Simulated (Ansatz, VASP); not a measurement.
F in VASP and in Ansatz

```
CELL_PARAMETERS angstrom
3.21216 -1.84614 -0.24775
3.21216 1.84614 -0.24775
-2.41530 0.00000 7.39328
ATOMIC_POSITIONS crystal
F 0.08485 0.08485 0.07802
F 0.91515 0.91515 0.92198
F 0.50157 0.50157 0.59372
F 0.49843 0.49843 0.40628
```

Alike in both runs: task single point; functional PBEsol; k mesh 4 × 4 × 2; occupations gaussian, width 0.05 eV; no spin polarisation.

```csv
,VASP,Ansatz
version,VASP 6.6.1,Ansatz 0.2.0
potentials or method,"VASP PAW PBE potentials, release 64 (F)","scalar-relativistic, plane waves, PAW"
plane-wave cutoff (eV),520,520
valence electrons in the cell,28,28
```

|  | VASP | Ansatz | Ansatz less VASP |
| --- | --- | --- | --- |
| gap on the k mesh at the Fermi level (eV) | 2.22 | 2.27 | +0.053 |
| least direct gap on the mesh (eV) | 2.26 | 2.31 | +0.052 |
| pressure (GPa) | 3.9 | 3.3 | -0.58 |
| largest component of the traceless stress (GPa) | 8.75 | 8.01 | -0.743 |
| rms of the force components (eV/Å) | 2.886 | 2.557 | -0.3288 |

Atom by atom the forces differ by 0.392 eV/Å (rms over components).

Caveats: the k mesh is coarse (spacing up to 0.50 Å⁻¹), so the values aren't converged; the PAW data sets were made with another functional, which shifts forces and pressure a little (VASP). A k mesh can miss the band edges.
